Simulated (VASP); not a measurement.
A run of VASP 6.6.1 is set up as follows.

Contents of INCAR:

```
PREC = Accurate
ENCUT = 520
EDIFF = 1E-6
ISMEAR = -1
SIGMA = 0.05
LREAL = False
LASPH = True
NELM = 150
ALGO = Fast
ISIF = 2
LWAVE = False
LCHARG = True
ISPIN = 2
MAGMOM = 1
LORBIT = 11
LMAXMIX = 4
GGA = PE
LELF = True
LVHAR = True
NBANDS = 16
```

KPOINTS

```
Automatic mesh
0
Gamma
  18 18 18
```

File POSCAR:

```
Y
1.0
    0.0000000000      2.5313368958      2.5313368958
    2.5313368958      0.0000000000      2.5313368958
    2.5313368958      2.5313368958      0.0000000000
Y
1
Direct
    0.0000000000      0.0000000000      0.0000000000
```

Potentials or basis: VASP PAW PBE potentials, release 64 (Y_sv).

Command:

```console
$ cat potpaw_PBE.64/Y_sv/POTCAR > POTCAR
$ mpirun -np 1 vasp_std > vasp.out
```

Task: What does it give for the pressure?

Result: -0.1 GPa.

Task: What does it give for the net moment?

Result: 0.00 μB per cell.
